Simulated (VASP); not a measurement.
# CdF₂: convergence, self-consistent run

CdF₂, Fm-3m (no. 225), 3 atoms in the cell. R2SCAN; PAW potentials Cd, F (PBE set). VASP 6.6.1.

Wanted: energy within 0.2 meV/atom; levels at the zone centre within 0.003 eV.

What the run is for: comparing ways to start; Accuracy asked: tight.

Levels at the zone centre: counted from the valence top at that point.

POSCAR:
```
CdF2
1.0
    0.0000000000      2.6940000000      2.6940000000
    2.6940000000      0.0000000000      2.6940000000
    2.6940000000      2.6940000000      0.0000000000
Cd F
1 2
Direct
    0.0000000000      0.0000000000      0.0000000000
    0.7500000000      0.7500000000      0.7500000000
    0.2500000000      0.2500000000      0.2500000000
```

## How the run starts (with a second run first, the time holds both)

| How the run starts (with a second run first, the time holds both) | Energy less reference (meV/atom) | Levels at the zone centre, largest deviation (eV) | Time (s) |
|---|---|---|---|
| from scratch: 19 SCF iterations | 0.00 | 0.0000 | 99 |
| PBE orbitals (WAVECAR): 13 + 9 SCF iterations | 0.00 | 0.0000 | 74 |
| PBE density (CHGCAR): 13 + 16 SCF iterations | 0.00 | 0.0003 | 108 |
| loose PBE orbitals: 10 + 9 SCF iterations | 0.00 | 0.0001 | 70 |

## Question

For each series: keep the first row unless others stay within half of the tolerance and take at least 30 % less time, and then take the fastest.

## Answer

- How the run starts (with a second run first, the time holds both): from scratch: 19 SCF iterations

The chosen settings are those of the reference run.

Values of the reference run: Levels at the zone centre: 0, 0, 4.255 eV from the valence top at Gamma.

## The input

INCAR:
```
  METAGGA = R2SCAN
  ISMEAR = 0
  SIGMA = 0.03
  LWAVE = False
  LCHARG = False
  ISIF = 2
  PREC = Accurate
  LASPH = True
  LREAL = False
  ALGO = Normal
  EDIFF = 1E-6
  NELM = 120
  GGA_COMPAT = False
  ENCUT = 580
  EFERMI = MIDGAP
  LMIXTAU = True
```

KPOINTS:
```
k-points
0
Gamma
  8 8 8
```

Commands:
```
cat potpaw_PBE.64/Cd/POTCAR potpaw_PBE.64/F/POTCAR > POTCAR
mpirun -np 1 vasp_std > vasp.out
```

The chosen input took VASP 6.6.1 99 s on 1 core (Intel Xeon Platinum 8488C (Sapphire Rapids)), a shared host.
